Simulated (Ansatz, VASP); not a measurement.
This is a calculation of CdSe for Ansatz 0.2.0.

input.yaml

```yaml
crystal:
  lattice:
    - [0.0, 2.9117775739, 2.9117775739]
    - [2.9117775739, 0.0, 2.9117775739]
    - [2.9117775739, 2.9117775739, 0.0]
  atoms:
    - { symbol: Cd, position: [0.0, 0.0, 0.0] }
    - { symbol: Se, position: [0.5, 0.5, 0.5] }
kpoints:
  mp_grid: { grid: [8, 8, 8] }
scf:
  occupations: { method: fermi_dirac, width: 0.05 }
hamiltonian:
  xc: lda
  pseudopotentials: { kind: all_electron, lapw: { basis_error: 0.001 } }
output:
  forces: true
  stress: true
  eigenvalues: true
```

Potentials or basis: all-electron LAPW, scalar-relativistic.

Launch:

```console
$ ansatz run input.yaml --threads 1 --pin off --max-ram 3072MiB --backend cpu --events-out ev --progress --plain --runs-dir out
```

Task: Translate it to VASP 6.6.1. Potentials there: VASP PAW LDA potentials, release 64 (Cd, Se).

Result: As run (the cutoff follows the program's own potentials):

The input INCAR:

```
SYSTEM = CdSe
PREC = Accurate ; ENCUT = 520
EDIFF = 1E-7 ; ISMEAR = -1
SIGMA = 0.05 ; LREAL = .FALSE.
LASPH = .TRUE. ; NELM = 80
ALGO = Normal ; ISIF = 2
LWAVE = .FALSE. ; LCHARG = .FALSE.
NBANDS = 16
```

File KPOINTS:

```
Automatic mesh
0
G
  8 8 8
  0 0 0
```

Contents of POSCAR:

```
CdSe
1.0
    0.0000000000      2.9117775739      2.9117775739
    2.9117775739      0.0000000000      2.9117775739
    2.9117775739      2.9117775739      0.0000000000
Cd Se
1 1
Direct
    0.0000000000      0.0000000000      0.0000000000
    0.5000000000      0.5000000000      0.5000000000
```

Potentials or basis: VASP PAW LDA potentials, release 64 (Cd, Se).

The run is started by

```sh
$ cat potpaw_LDA.64/Cd/POTCAR potpaw_LDA.64/Se/POTCAR > POTCAR
$ mpirun -np 1 vasp_std > vasp.out
```

Both were run:

|  | VASP | Ansatz | Ansatz less VASP |
| --- | --- | --- | --- |
| gap on the k mesh at the Fermi level (eV) | none | none | - |
| pressure (GPa) | -7.3 | -7.7 | -0.34 |

A gap of «none» marks a metal or a gap that the smearing closes. Ansatz ran all-electron here, so the differences hold the error of VASP's frozen core and of both bases.
